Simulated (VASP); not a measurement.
# LiH21O11 in VASP: further runs

Runs on LiH21O11. Level: PBE+D3(BJ). Tasks: single point.

Program: VASP 6.6.1. These are calculated values, not measurements. Logs are shortened: lines on timing, memory, paths and dates and some standing lists are left out, and cuts for length are marked.

## (1) The structure

The cell holds a amorphous, 33 atoms: a = 7.233 Å, b = 7.233 Å, c = 7.233 Å, α = 90.00°, β = 90.00°, γ = 90.00°.

The cell was built by a generator and needn't be a form met in nature.

## (2) Single point, PBE+D3(BJ)

Contents of INCAR:

```
ALGO     = Normal         # electronic algorithm
EDIFF    = 1E-7           # SCF threshold, eV
ENCUT    = 520            # plane-wave cutoff, eV
GGA      = PE             # functional
ISIF     = 2              # what is computed and relaxed
ISMEAR   = -1             # smearing method
IVDW     = 12             # dispersion correction
LASPH    = True           # aspherical terms in the spheres
LCHARG   = False          # write CHGCAR
LREAL    = Auto         
LWAVE    = False          # write WAVECAR
NBANDS   = 67             # bands
NELM     = 60             # most SCF steps
PREC     = Accurate       # precision mode
SIGMA    = 0.02           # smearing width, eV
```

Contents of KPOINTS:

```
k-points
0
Gamma
  1 1 1
```

Contents of POSCAR:

```
LiH21O11
1.0
    7.2329760000      0.0000000000      0.0000000000
    0.0000000000      7.2329760000      0.0000000000
    0.0000000000      0.0000000000      7.2329760000
O H Li
11 21 1
Direct
    0.1840736095      0.0084335964      0.8742874302
    0.6500920230      0.5463587879      0.5867847481
    0.0519011815      0.5496630986      0.8829422357
    0.9814770573      0.7235196135      0.5315516048
    0.4604328841      0.3097065440      0.2773408898
    0.8134549320      0.0607357193      0.6987580216
    0.0626989499      0.8973899540      0.2347028388
    0.5215695448      0.9477150208      0.4339430962
    0.5320078485      0.0886771918      0.9648034225
    0.1144203990      0.4835077567      0.2774100177
    0.1335688104      0.2376476847      0.5235189499
    0.1280524089      0.1137014695      0.8245292118
    0.3144763649      0.0449607464      0.9167457489
    0.7682729764      0.5902411400      0.5313856979
    0.5780193381      0.6660605538      0.5848353430
    0.1207939858      0.4652303561      0.8101644468
    0.0861609385      0.5290768281      1.0140500950
    0.9828319629      0.8321056229      0.4470912111
    1.0484204565      0.6336534229      0.4346758513
    0.5249706345      0.3914156497      0.3716174366
    0.3416574312      0.3811570784      0.2915397480
    0.8900347519      0.1543071621      0.6310127394
    0.7550557336     -0.0167565882      0.6016748846
    0.1066504299      0.9620797857      0.1246927959
    0.0798288284      0.7722823911      0.1975811893
    0.5134677621      0.8660750430      0.3193567903
    0.4991444739      1.0730299672      0.3944711001
    0.5608203318      0.1881245009      1.0580154006
    0.6140072911      0.0904468645      0.8520006150
    0.0254390447      0.3952315064      0.2215132471
    0.1458597402      0.3623266550      0.4290488452
    0.2157065086      0.1579571120      0.4683825855
    1.0224975169      0.8041779760      0.7696970099
```

Potentials or basis: VASP PAW PBE potentials, release 64 (O, H, Li_sv).

Launch:

```
$ cat potpaw_PBE.64/O/POTCAR potpaw_PBE.64/H/POTCAR potpaw_PBE.64/Li_sv/POTCAR > POTCAR
$ mpirun -np 1 vasp_gam > vasp.out
```

OUTCAR:

```text
EDIFF = 1E-7
   ENCUT = 520
   GGA = PE
   ISIF = 2
   ISMEAR = -1
   IVDW = 12
   LASPH = True
   LREAL = Auto
   NELM = 60
   PREC = Accurate
 IVDW          = 12

 ion  position               nearest neighbor table
   1  0.184  0.008  0.874-  12 0.93  13 1.03  33 2.03
   2  0.650  0.546  0.587-  14 1.00  15 1.01
   3  0.052  0.550  0.883-  16 0.95  17 0.99  33 2.03
   4  0.981  0.724  0.532-  18 1.00  19 1.07  33 1.84
   5  0.460  0.310  0.277-  21 1.01  20 1.02
   6  0.813  0.061  0.699-  23 0.99  22 1.00
   7  0.063  0.897  0.235-  25 0.95  24 0.98
   8  0.522  0.948  0.434-  27 0.96  26 1.02
   9  0.532  0.089  0.965-  28 1.01  29 1.01
  10  0.114  0.484  0.277-  30 0.99  31 1.42
  11  0.134  0.238  0.524-  32 0.92  31 1.13
  12  0.128  0.114  0.825-   1 0.93
  13  0.314  0.045  0.917-   1 1.03
  14  0.768  0.590  0.531-   2 1.00
  15  0.578  0.666  0.585-   2 1.01
  16  0.121  0.465  0.810-   3 0.95
  17  0.086  0.529  0.014-   3 0.99
[... 11 lines left out ...]
  29  0.614  0.090  0.852-   9 1.01
  30  0.025  0.395  0.222-  10 0.99
  31  0.146  0.362  0.429-  11 1.13  10 1.42
  32  0.216  0.158  0.468-  11 0.92
  33  0.022  0.804  0.770-   4 1.84   3 2.03   1 2.03

  LATTYP: Found a simple cubic cell.
 ALAT       =     7.2329760000

  Lattice vectors:

 A1 = (   7.2329760000,   0.0000000000,   0.0000000000)
 A2 = (   0.0000000000,   7.2329760000,   0.0000000000)
 A3 = (   0.0000000000,   0.0000000000,   7.2329760000)

Analysis of symmetry for initial positions (statically):
=====================================================================
 Subroutine PRICEL returns:
 Original cell was already a primitive cell.

 Routine SETGRP: Setting up the symmetry group for a
 simple cubic supercell.

 Subroutine GETGRP returns: Found  1 space group operations
 (whereof  1 operations were pure point group operations)
 out of a pool of 48 trial point group operations.

The static configuration has the point symmetry C_1 .

Analysis of symmetry for dynamics (positions and initial velocities):
=====================================================================
 Subroutine PRICEL returns:
 Original cell was already a primitive cell.

 Routine SETGRP: Setting up the symmetry group for a
 simple cubic supercell.

[... 142 lines left out ...]
   EDIFF  = 0.1E-06   stopping-criterion for ELM
   LREAL  =      T    real-space projection
   EDIFFG = 0.1E-05   stopping-criterion for IOM
   NSW    =      0    number of steps for IOM
   IBRION =     -1    ionic relax: 0-MD 1-quasi-New 2-CG
   NFREE  =      0    steps in history (QN), initial steepest desc. (CG)
   ISIF   =      2    stress and relaxation
   ISYM   =      2    0-nonsym 1-usesym 2-fastsym
   POTIM  = 0.5000    time-step for ionic-motion
   TEBEG  =    0.0;   TEEND  =   0.0 temperature during run
   PSTRESS=    0.0 pullay stress
   NELECT =      90.0000    total number of electrons
   NUPDOWN=      -1.0000    fix difference up-down
   EMIN   =  10.00;   EMAX   =-10.00  energy-range for DOS
   EFERMI =   0.00;   METHOD = LEGACY
   ISMEAR =    -1;   SIGMA  =   0.02  broadening in eV -4-tet -1-fermi 0-gaus
   EFERMI_NEDOS =   21; number of points for ismear=-14 and -15
   IALGO  =     38    algorithm
   IMIX   =      4    mixing-type and parameters
     AMIX     =   0.40;   BMIX     =  1.00
     AMIX_MAG =   1.60;   BMIX_MAG =  1.00
  volume/ion in A,a.u.               =      11.47        77.38
  Fermi-wavevector in a.u.,A,eV,Ry     =   1.014313  1.916774 13.998093  1.028831
  Thomas-Fermi vector in A             =   2.147533
   LORBIT       =      0    0 simple, 1 ext, 2 COOP (PROOUT), +10 PAW based schemes
   GGA     = PE    functional components
   LHFCALC =     F    Hartree Fock is set to
   AEXX    =    0.0000 exact exchange contribution
   IVDW    =    12    specifies the selected vdW correction
   LEPSILON=     F    determine dielectric tensor
   LRPA    =     F    only Hartree local field effects (RPA)
 non-spin polarized calculation
  energy-cutoff  :      520.00
  volume of cell :      378.40
 maximum number of plane-waves:      5066
 NGX is ok and might be reduce to    54
   NGX = 27   NGY = 27   NGZ = 27

 number of electron      90.0000019 magnetization

 Free energy of the ion-electron system (eV)
  ---------------------------------------------------
  ext. energy  EPLUGINS =         0.00000000
  ---------------------------------------------------
  free energy    TOTEN  =      -159.86804748 eV

  energy without entropy =     -159.86804748  energy(sigma->0) =     -159.86804748

 E-fermi :  -3.0445     XC(G=0):  -6.3228

 val. band max:       -3.5635088950   @ k =   0.0000   0.0000   0.0000
 cond. band min:       0.5885962153   @ k =   0.0000   0.0000   0.0000
 fundamental gap:      4.1521051103
 Fermi energy:        -3.0445047340

 k-point     1 :       0.0000    0.0000    0.0000
  band No.  band energies     occupation
      1     -46.5114      2.00000
      2     -22.9487      2.00000
      3     -22.8421      2.00000
      4     -22.6189      2.00000
      5     -22.4995      2.00000
      6     -22.3249      2.00000
[... 49 lines left out ...]
     56       5.6048      0.00000
     57       5.7648      0.00000
 [bands above 57 left out]

------------------------ aborting loop because EDIFF is reached ----------------------------------------

 Edisp (eV)   -1.11444

 E8    (eV) :    -0.2474

  FORCE on cell =-STRESS in cart. coord.  units (eV):
  Direction    XX          YY          ZZ          XY          YZ          ZX
  --------------------------------------------------------------------------------------
  -------------------------------------------------------------------------------------
  Total      -1.23784    -2.50835    -5.00401    -2.67555    -3.75995    -0.99151
  in kB      -5.24112   -10.62056   -21.18738   -11.32849   -15.91996    -4.19812
  external pressure =      -12.35 kB  Pullay stress =        0.00 kB

 VOLUME and BASIS-vectors are now :
 -----------------------------------------------------------------------------
  energy-cutoff  :      520.00
  volume of cell :      378.40
      direct lattice vectors                 reciprocal lattice vectors
     7.232976000  0.000000000  0.000000000     0.138255678  0.000000000  0.000000000
     0.000000000  7.232976000  0.000000000     0.000000000  0.138255678  0.000000000
     0.000000000  0.000000000  7.232976000     0.000000000  0.000000000  0.138255678

 POSITION                                       TOTAL-FORCE (eV/Angst)
 -----------------------------------------------------------------------------------
      1.33140      0.06100      6.32370         1.109396     -1.820135      1.449677
      4.70210      3.95180      4.24420        -0.828965      1.292520     -0.710414
      0.37540      3.97570      6.38630        -0.683711      1.152670      1.068052
      7.09900      5.23320      3.84470         0.921771     -0.672257     -1.809061
      3.33030      2.24010      2.00600         0.259355      1.582419      1.586221
      5.88370      0.43930      5.05410         0.221586     -0.213514     -0.517838
[... 25 lines left out ...]
      1.56020      1.14250      3.38780         1.989954     -2.328283     -1.112305
      0.16272      5.81660      5.56720         0.197350      0.024698      0.346487
 -----------------------------------------------------------------------------------
    total drift:                               -0.000856      0.007092      0.004413

  FREE ENERGIE OF THE ION-ELECTRON SYSTEM (eV)
  ---------------------------------------------------
  free  energy   TOTEN  =      -160.9824839967 eV

  energy  without entropy=     -160.9824839967  energy(sigma->0) =     -160.98248400
```

OSZICAR:

```text
N       E                     dE             d eps       ncg     rms          rms(c)
DAV:   1     0.808171930993E+03    0.80817E+03   -0.49106E+04   134   0.126E+03
DAV:   2    -0.850734042677E+02   -0.89325E+03   -0.85496E+03   169   0.313E+02
DAV:   3    -0.173723468597E+03   -0.88650E+02   -0.88176E+02   172   0.106E+02
DAV:   4    -0.176891351396E+03   -0.31679E+01   -0.31604E+01   228   0.164E+01
DAV:   5    -0.176960128316E+03   -0.68777E-01   -0.68718E-01   188   0.199E+00    0.247E+01
DAV:   6    -0.160370596521E+03    0.16590E+02   -0.56645E+01   164   0.275E+01    0.924E+00
DAV:   7    -0.160096764117E+03    0.27383E+00   -0.23082E+00   172   0.522E+00    0.591E+00
DAV:   8    -0.159872519571E+03    0.22424E+00   -0.61022E-01   164   0.354E+00    0.909E-01
DAV:   9    -0.159859823521E+03    0.12696E-01   -0.85999E-02   180   0.117E+00    0.367E-01
DAV:  10    -0.159867536563E+03   -0.77130E-02   -0.12959E-02   148   0.511E-01    0.158E-01
DAV:  11    -0.159868066344E+03   -0.52978E-03   -0.21233E-03   156   0.277E-01    0.646E-02
DAV:  12    -0.159868135763E+03   -0.69419E-04   -0.67261E-04   148   0.123E-01    0.429E-02
DAV:  13    -0.159868094015E+03    0.41748E-04   -0.12418E-04   172   0.542E-02    0.195E-02
DAV:  14    -0.159868050796E+03    0.43219E-04   -0.47657E-05   140   0.407E-02    0.869E-03
DAV:  15    -0.159868048240E+03    0.25556E-05   -0.20261E-05   164   0.230E-02    0.642E-03
DAV:  16    -0.159868047504E+03    0.73635E-06   -0.27616E-06   140   0.782E-03    0.271E-03
DAV:  17    -0.159868047483E+03    0.20446E-07   -0.80630E-07   164   0.423E-03
   1 F= -.16098248E+03 E0= -.16098248E+03  d E =-.578883E-11
```

stdout:

```text
POSCAR found type information on POSCAR O H Li
 POSCAR found :  3 types and      33 ions
 scaLAPACK will be used
 LDA part: xc-table for (Slater+PW92), standard interpolation
 POSCAR, INCAR and KPOINTS ok, starting setup
 FFT: planning ... GRIDC
 FFT: planning ... GRID_SOFT
 FFT: planning ... GRID
 WAVECAR not read
 entering main loop
```

It took 72 s on 1 thread of Intel Xeon Platinum 8259CL at 2.50GHz (Skylake/Cascade Lake), shared host; peak memory 0.34 GiB.

Results:

```
Free energy                : -160.9825 eV
Largest force              : 4.181 eV/Å
Band gap on the k mesh     : 4.15 eV, direct
Dispersion energy per atom : -0.034 eV
```

Forces on the atoms (eV/Å):
```
O    1.109 -1.820  1.450
O   -0.829  1.293 -0.710
O   -0.684  1.153  1.068
O    0.922 -0.672 -1.809
O    0.259  1.582  1.586
O    0.222 -0.214 -0.518
O   -0.066  1.023 -0.121
O    0.292 -2.374 -0.806
O    0.125  0.285  0.074
O   -0.174  0.000 -0.506
O   -2.004  3.546  0.943
H   -0.696  1.815 -1.056
H   -0.201 -0.127 -0.461
H   -0.097 -0.078  0.449
H    0.553 -1.263  0.135
H    0.724 -0.900 -0.805
H    0.185 -0.004 -0.194
H   -0.067  0.036  0.255
H   -0.881  0.194  1.179
H    0.434 -0.915 -0.559
H   -0.218 -0.611 -1.123
H   -0.230 -0.533  0.114
H   -0.041  0.590  0.130
H   -0.025  0.554 -0.328
H    0.180 -1.494 -0.089
H    0.093  1.462  1.448
H   -0.200  0.913 -0.643
H   -0.264 -0.689 -1.061
H   -0.126  0.455  1.114
H    0.343  0.589  0.634
H   -0.824 -1.488  0.975
H    1.990 -2.328 -1.112
Li   0.197  0.025  0.346
```

Caveat: the cutoff is under 1.25 times the usual one of these potentials, so pressure, stress and relaxed cells hold a basis-set (Pulay) error.

## (3) Single point, PBE+D3(BJ)

Contents of INCAR:

```
SYSTEM = LiH21O11
ALGO = Fast
EDIFF = 1E-6
ENCUT = 520
GGA = PE
ISIF = 2
ISMEAR = -1
IVDW = 12
LASPH = .True.
LCHARG = .True.
LELF = .True.
LREAL = Auto
LVHAR = .True.
LWAVE = .False.
NBANDS = 67
NELM = 60
PREC = Accurate
SIGMA = 0.02
```

Contents of KPOINTS:

```
k-points
0
Gamma
  1 1 1
  0 0 0
```

Contents of POSCAR:

```
LiH21O11
1.0
    7.2329760000      0.0000000000      0.0000000000
    0.0000000000      7.2329760000      0.0000000000
    0.0000000000      0.0000000000      7.2329760000
O H Li
11 21 1
Direct
    0.1657547322     -0.0184986097      0.8599779676
    0.6340128876      0.5236848567      0.5568247427
    0.0745612871      0.5477966469      0.8973761284
    0.9998650625      0.7305015252      0.5148917956
    0.4462478515      0.3200065920      0.2745757763
    0.8227318880      0.0619800204      0.7133025189
    0.0742156479      0.9285804349      0.2267669629
    0.5191777216      0.9525539695      0.4291317986
    0.5450730101      0.0922856650      0.9684671980
    0.1322553815      0.5146705865      0.2658794941
    0.1141438877      0.2309837610      0.5617466448
    0.1163836296      0.0904053878      0.7851678203
    0.3081027782     -0.0027789391      0.8525121610
    0.7261326458      0.6173945552      0.5276251435
    0.5422525942      0.5771898040      0.6346212126
    0.0603071267      0.4409111823      0.8220820863
    0.1175726285      0.5265744004      1.0221518777
    1.0505081173      0.8395299528      0.4482249077
    1.0691173315      0.6226344454      0.4391276841
    0.4874756947      0.3921622303      0.3800786841
    0.3364037154      0.3901022207      0.2534364831
    0.9110634406      0.1289925475      0.6313445531
    0.7132748678      0.0492466725      0.6356719558
    0.1341494843      0.9712323116      0.1074384873
    0.0768286802      0.7914308025      0.2007748954
    0.5143664240      0.8394608250      0.3629902823
    0.5150024001      1.0523883945      0.3341639734
    0.5138272269      0.1883042333      1.0557341819
    0.6654798799      0.1123880406      0.9135658683
    0.0162173910      0.4370123722      0.2497312310
    0.1374676205      0.3412979664      0.4648155890
    0.2062498203      0.1297944304      0.5125967513
    0.9946666490      0.7662129668      0.7774393279
```

Potentials or basis: VASP PAW PBE potentials, release 64 (O, H, Li_sv).

Launch:

```
$ cat potpaw_PBE.64/O/POTCAR potpaw_PBE.64/H/POTCAR potpaw_PBE.64/Li_sv/POTCAR > POTCAR
$ mpirun -np 1 vasp_gam > vasp.out
```

Run time: 92 s. Hardware: 1 thread of Intel Xeon Platinum 8259CL at 2.50GHz (Skylake/Cascade Lake), shared host; peak memory 0.38 GiB.

The run converged. Its results:

```yaml
Free_energy: -160.9530 eV
Largest_force: 3.185 eV/Å
Band_gap_on_the_k_mesh: 4.04 eV, direct
Dispersion_energy_per_atom: -0.034 eV
```

Forces in eV/Å, atoms in the order of the input:
```
O    1.501  1.265 -1.019
O    0.324 -0.806 -0.618
O   -0.539  1.614 -1.080
O    0.770 -0.898  0.112
O    1.215 -0.915  0.157
O    0.073 -0.023 -0.130
O    0.708 -0.998 -1.657
O    0.013  1.714  0.411
O   -0.956 -0.977 -0.293
O   -1.472 -1.389  0.220
O    2.223 -0.029 -2.281
H    0.792 -1.177  1.012
H   -1.643 -0.068  0.323
H    0.281  0.360 -0.020
H   -0.519  0.606  0.667
H    0.150 -1.066 -0.169
H    0.339 -0.566  1.238
H   -0.525 -0.251  0.147
H   -0.762  1.052  0.131
H    1.244 -0.004  0.506
H   -2.176  0.700 -0.873
H   -0.203  0.012  0.130
H   -0.265 -0.282 -0.255
H   -0.590  0.122  0.898
H   -0.125  0.893  0.486
H   -0.019 -1.008 -0.690
H   -0.112 -0.476  0.550
H    0.208  0.643  0.463
H    0.462  0.269 -0.201
H    1.319  0.972  0.099
H   -0.418 -1.597  1.271
H   -1.560  1.873  0.648
Li   0.261  0.434 -0.182
```

Levels at points of the mesh, in eV from the valence-band top:
| k point | band 41 | band 42 | band 43 | band 44 | band 45 | band 46 | band 47 | band 48 | band 49 | band 50 |
| --- | --- | --- | --- | --- | --- | --- | --- | --- | --- | --- |
| (0.00, 0.00, 0.00) | -0.67 | -0.53 | -0.40 | -0.33 | 0.00 | 4.04 | 6.49 | 6.93 | 7.11 | 7.16 |

Caveat: the cutoff is under 1.25 times the usual one of these potentials, so pressure, stress and relaxed cells hold a basis-set (Pulay) error. A hybrid or GW would open this gap; PBE tends to underestimate it.
